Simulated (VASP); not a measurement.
# Be (P6_3/mmc) in VASP: further runs, part 2 of 2

VASP 6.6.1.

### Step 4. Relaxation of shape and atoms at fixed volume, r2SCAN (a relaxed cell with its volume scaled by 0.98)

The input, INCAR:

```
SYSTEM = Be
ALGO = Normal ; EDIFF = 1E-7
EDIFFG = -0.01 ; ENCUT = 600
IBRION = 2 ; ISIF = 4
ISMEAR = 1 ; LASPH = .True.
LCHARG = .False. ; LMIXTAU = .True.
LREAL = .False. ; LWAVE = .False.
METAGGA = R2SCAN ; NELM = 80
NSW = 40 ; PREC = Accurate
SIGMA = 0.1
```

The input, KPOINTS:

```
k-points
0
Gamma
  18 18 10
  0 0 0
```

The input, POSCAR:

```
Be                                      
1.0
    2.2451688132      0.0000000000      0.0000000000
   -1.1225844066      1.9443732280      0.0000000000
    0.0000000000      0.0000000000      3.5544380319
  Be            
     2
Direct
     0.3333333332999970    0.6666666667000030    0.2500000000000000
     0.6666666667000030    0.3333333332999970    0.7500000000000000
```

Potentials or basis: VASP PAW PBE potentials, release 64 (Be).

The run is started by

```sh
$ cat potpaw_PBE.64/Be/POTCAR > POTCAR
$ mpirun -np 1 vasp_std > vasp.out
```

OUTCAR:

```text
SYSTEM = Be
   EDIFF = 1E-7
   EDIFFG = -0.01
   ENCUT = 600
   IBRION = 2
   ISIF = 4
   ISMEAR = 1
   LASPH = .True.
   LREAL = .False.
   METAGGA = R2SCAN
   NELM = 80
   NSW = 40
   PREC = Accurate

 ion  position               nearest neighbor table
   1  0.333  0.667  0.250-   2 2.20   2 2.20   2 2.20   2 2.20   2 2.20   2 2.20
   2  0.667  0.333  0.750-   1 2.20   1 2.20   1 2.20   1 2.20   1 2.20   1 2.20

  LATTYP: Found a hexagonal cell.
 ALAT       =     2.2451688132
 C/A-ratio  =     1.5831495659

  Lattice vectors:

 A1 = (   2.2451688132,   0.0000000000,   0.0000000000)
 A2 = (  -1.1225844066,   1.9443732280,   0.0000000000)
 A3 = (   0.0000000000,   0.0000000000,   3.5544380319)

Analysis of symmetry for initial positions (statically):
=====================================================================
 Subroutine PRICEL returns:
 Original cell was already a primitive cell.

 Routine SETGRP: Setting up the symmetry group for a
 hexagonal supercell.

 Subroutine GETGRP returns: Found 24 space group operations
 (whereof 12 operations were pure point group operations)
 out of a pool of 24 trial point group operations.

The static configuration has the point symmetry D_3d.
 The point group associated with its full space group is D_6h.

Analysis of symmetry for dynamics (positions and initial velocities):
=====================================================================
 Subroutine PRICEL returns:
 Original cell was already a primitive cell.

 Routine SETGRP: Setting up the symmetry group for a
 hexagonal supercell.

 Subroutine GETGRP returns: Found 24 space group operations
 (whereof 12 operations were pure point group operations)
 out of a pool of 24 trial point group operations.

The dynamic configuration has the point symmetry D_3d.
 The point group associated with its full space group is D_6h.

 Subroutine INISYM returns: Found 24 space group operations
 (whereof 12 operations are pure point group operations),
 and found     1 'primitive' translations

----------------------------------------------------------------------------------------

                                     Primitive cell

  volume of cell :      15.5167

  direct lattice vectors                    reciprocal lattice vectors
     2.245168813  0.000000000  0.000000000     0.445400806  0.257152275  0.000000000
    -1.122584407  1.944373228  0.000000000     0.000000000  0.514304551  0.000000000
     0.000000000  0.000000000  3.554438032     0.000000000  0.000000000  0.281338426

  length of vectors
     2.245168813  2.245168813  3.554438032     0.514304551  0.514304551  0.281338426

  position of ions in fractional coordinates (direct lattice)
     0.333333333  0.666666667  0.250000000
     0.666666667  0.333333333  0.750000000

  ion indices of the primitive-cell ions
   primitive index   ion index
                 1           1
                 2           2

----------------------------------------------------------------------------------------

 KPOINTS: k-points

Automatic generation of k-mesh.
 Grid dimensions read from file:
[... 23 lines left out ...]
  0.055556  0.000000  0.000000      6.000000
  0.111111  0.000000  0.000000      6.000000
  0.166667  0.000000  0.000000      6.000000
  0.222222  0.000000  0.000000      6.000000
  0.277778  0.000000  0.000000      6.000000
[... 16 lines left out ...]
  0.333333  0.111111  0.000000     12.000000
  0.388889  0.111111  0.000000     12.000000
 [... further k-points ...]
   k-points           NKPTS =    222   k-points in BZ     NKDIM =    222   number of bands    NBANDS=      6
   number of dos      NEDOS =    301   number of ions     NIONS =      2
   total plane-waves  NPLWV =   9072
   dimension x,y,z NGX =    18 NGY =   18 NGZ =   28
   dimension x,y,z NGXF=    36 NGYF=   36 NGZF=   56
   ions per type =               2
   NGX,Y,Z   is equivalent  to a cutoff of  13.33, 13.33, 13.10 a.u.
   NGXF,Y,Z  is equivalent  to a cutoff of  26.66, 26.66, 26.19 a.u.
 SYSTEM =  Be
   PREC   = accura    normal or accurate (medium, high low for compatibility)
   ISTART =      0    job   : 0-new  1-cont  2-samecut
   ICHARG =      2    charge: 1-file 2-atom 10-const
   ISPIN  =      1    spin polarized calculation?
   LNONCOLLINEAR =      F non collinear calculations
   LSORBIT =      F    spin-orbit coupling
   LASPH  =      T    aspherical Exc in radial PAW
   ENCUT  =  600.0 eV  44.10 Ry    6.64 a.u.   4.48  4.48  7.10*2*pi/ulx,y,z
   NELM   =     80;   NELMIN=  2; NELMDL= -5     # of ELM steps
   EDIFF  = 0.1E-06   stopping-criterion for ELM
   LREAL  =      F    real-space projection
   EDIFFG = -.1E-01   stopping-criterion for IOM
   NSW    =     40    number of steps for IOM
   IBRION =      2    ionic relax: 0-MD 1-quasi-New 2-CG
   NFREE  =      1    steps in history (QN), initial steepest desc. (CG)
   ISIF   =      4    stress and relaxation
   ISYM   =      2    0-nonsym 1-usesym 2-fastsym
   POTIM  = 0.5000    time-step for ionic-motion
   TEBEG  =    0.0;   TEEND  =   0.0 temperature during run
   PSTRESS=    0.0 pullay stress
   NELECT =       4.0000    total number of electrons
   NUPDOWN=      -1.0000    fix difference up-down
   EMIN   =  10.00;   EMAX   =-10.00  energy-range for DOS
   EFERMI =   0.00;   METHOD = LEGACY
   ISMEAR =     1;   SIGMA  =   0.10  broadening in eV -4-tet -1-fermi 0-gaus
   EFERMI_NEDOS =   21; number of points for ismear=-14 and -15
   IALGO  =     38    algorithm
   IMIX   =      4    mixing-type and parameters
     AMIX     =   0.40;   BMIX     =  1.00
     AMIX_MAG =   1.60;   BMIX_MAG =  1.00
  volume/ion in A,a.u.               =       7.76        52.36
  Fermi-wavevector in a.u.,A,eV,Ry     =   1.041905  1.968916 14.770035  1.085567
  Thomas-Fermi vector in A             =   2.176547
   LORBIT       =      0    0 simple, 1 ext, 2 COOP (PROOUT), +10 PAW based schemes
   METAGGA = R2SCAN    functional components
   LHFCALC =     F    Hartree Fock is set to
   AEXX    =    0.0000 exact exchange contribution
   IVDW    =     0    specifies the selected vdW correction
   LEPSILON=     F    determine dielectric tensor
   LRPA    =     F    only Hartree local field effects (RPA)
 conjugate gradient relaxation of ions
 non-spin polarized calculation
 Methfessel and Paxton  Order N= 1 SIGMA  =   0.10
  energy-cutoff  :      600.00
  volume of cell :       15.52
 maximum number of plane-waves:       537
 NGX is ok and might be reduce to    18
   NGX =  9   NGY =  9   NGZ = 15

 number of electron       4.0000000 magnetization

 Free energy of the ion-electron system (eV)
  ---------------------------------------------------
  ext. energy  EPLUGINS =         0.00000000
  ---------------------------------------------------
  free energy    TOTEN  =        -8.67477670 eV

  energy without entropy =       -8.67462353  energy(sigma->0) =       -8.67472564

 E-fermi :   7.4757     XC(G=0): -11.3270

 val. band max:        7.3466215643   @ k =   0.2778   0.2778   0.1000
 cond. band min:       7.4809551698   @ k =   0.3333   0.2778   0.3000
 fundamental gap:      0.1343336054
 Fermi energy:         7.4757119995

 k-point     1 :       0.0000    0.0000    0.0000
  band No.  band energies     occupation
      1      -5.0663      2.00000
      2       2.4050      2.00000
      3       8.3124     -0.00000
      4      24.9853      0.00000
      5      24.9853      0.00000
      6      28.0258      0.00000
[... 199 lines left out ...]
 k-point    24 :       0.3889    0.1111    0.0000
  band No.  band energies     occupation
      1       1.2879      2.00000
      2       5.2121      2.00000
      3      10.5077      0.00000
      4      13.3423      0.00000
      5      15.0734      0.00000
      6      15.7319      0.00000

 [... further k-points ...]

------------------------ aborting loop because EDIFF is reached ----------------------------------------

  FORCE on cell =-STRESS in cart. coord.  units (eV):
  Direction    XX          YY          ZZ          XY          YZ          ZX
  --------------------------------------------------------------------------------------
  -------------------------------------------------------------------------------------
  Total        0.2402073      0.2402073      0.2625839      0.0000000      0.0000000      0.0000000
  in kB       24.8025995     24.8025995     27.1130967      0.0000000      0.0000000      0.0000000
  external PRESSURE =      25.5727652 kB  Pullay stress =       0.0000000 kB

 VOLUME and BASIS-vectors are now :
 -----------------------------------------------------------------------------
  energy-cutoff  :      600.00
  volume of cell :       15.52
      direct lattice vectors                 reciprocal lattice vectors
     2.245168813  0.000000000  0.000000000     0.445400806  0.257152275  0.000000000
    -1.122584407  1.944373228  0.000000000     0.000000000  0.514304551  0.000000000
     0.000000000  0.000000000  3.554438032     0.000000000  0.000000000  0.281338426

 POSITION                                       TOTAL-FORCE (eV/Angst)
 -----------------------------------------------------------------------------------
     -0.00000      1.29625      0.88861        -0.000000      0.000000      0.000000
      1.12258      0.64812      2.66583         0.000000      0.000000      0.000000
 -----------------------------------------------------------------------------------
    total drift:                                0.000000     -0.000000      0.000000

  FREE ENERGIE OF THE ION-ELECTRON SYSTEM (eV)
  ---------------------------------------------------
  free  energy   TOTEN  =        -8.6747766950 eV

  energy  without entropy=       -8.6746235287  energy(sigma->0) =       -8.67472564

 reached required accuracy - stopping structural energy minimisation
```

CONTCAR:

```text
Be
   1.00000000000000
     2.2451688131999998    0.0000000000000000    0.0000000000000000
    -1.1225844065999999    1.9443732279999999    0.0000000000000000
     0.0000000000000000    0.0000000000000000    3.5544380319000002
  Be
     2
Direct
     0.3333333332999970    0.6666666667000030    0.2500000000000000
     0.6666666667000030    0.3333333332999970    0.7500000000000000

  0.00000000E+00  0.00000000E+00  0.00000000E+00
  0.00000000E+00  0.00000000E+00  0.00000000E+00
```

Run time: 59 s. Hardware: 1 thread of Intel Xeon Platinum 8488C (Sapphire Rapids), shared host; peak memory 0.13 GiB.

What came out:

```
Free energy             : -8.6748 eV
Pressure after relaxing : 2.6 GPa
Band gap on the k mesh  : none (metal or under the smearing width)
```

Final structure:
```
CELL_PARAMETERS angstrom
2.24517 0.00000 0.00000
-1.12258 1.94437 0.00000
0.00000 0.00000 3.55444
ATOMIC_POSITIONS crystal
Be 0.33333 0.66667 0.25000
Be 0.66667 0.33333 0.75000
```

Levels at points of the mesh, in eV from the Fermi level:
| k point | band 1 | band 2 | band 3 | band 4 | band 5 | band 6 |
| --- | --- | --- | --- | --- | --- | --- |
| (0.00, 0.00, 0.00) | -12.54 | -5.07 | 0.84 | 17.51 | 17.51 | 20.55 |
| (0.50, 0.00, 0.00) | -5.65 | -3.56 | 3.77 | 6.63 | 7.08 | 10.25 |
| (0.00, 0.00, 0.50) | -10.20 | -10.20 | 11.21 | 11.21 | 19.32 | 19.32 |
| (0.50, 0.00, 0.50) | -4.11 | -4.11 | 1.44 | 1.44 | 13.05 | 13.05 |

Caveat: the relaxation stopped at its first step, so nothing moved; the PAW data sets were made with another functional, which shifts forces and pressure a little.

### Step 5. Summary

| cell | gap on the mesh (eV) | pressure (GPa) |
| --- | --- | --- |
| atoms relaxed at fixed volume from: a relaxed cell with its volume scaled by 0.94 | none | 8.5 |
| atoms relaxed at fixed volume from: a relaxed cell with its volume scaled by 0.96 | none | 5.4 |
| atoms relaxed at fixed volume from: a relaxed cell with its volume scaled by 0.98 | none | 2.6 |

Alike in all rows: task relaxation of shape and atoms at fixed volume; level r2SCAN; potentials or basis VASP PAW PBE potentials, release 64 (Be); no spin polarisation; k mesh 18 × 18 × 10; cutoff (eV) 600; smearing methfessel-paxton 0.1 eV.

Caveats: the PAW data sets were made with another functional, which shifts forces and pressure a little; the relaxation stopped at its first step, so nothing moved (some runs).

Total energies depend on the potentials used, so only differences within one code and one set of settings carry meaning.
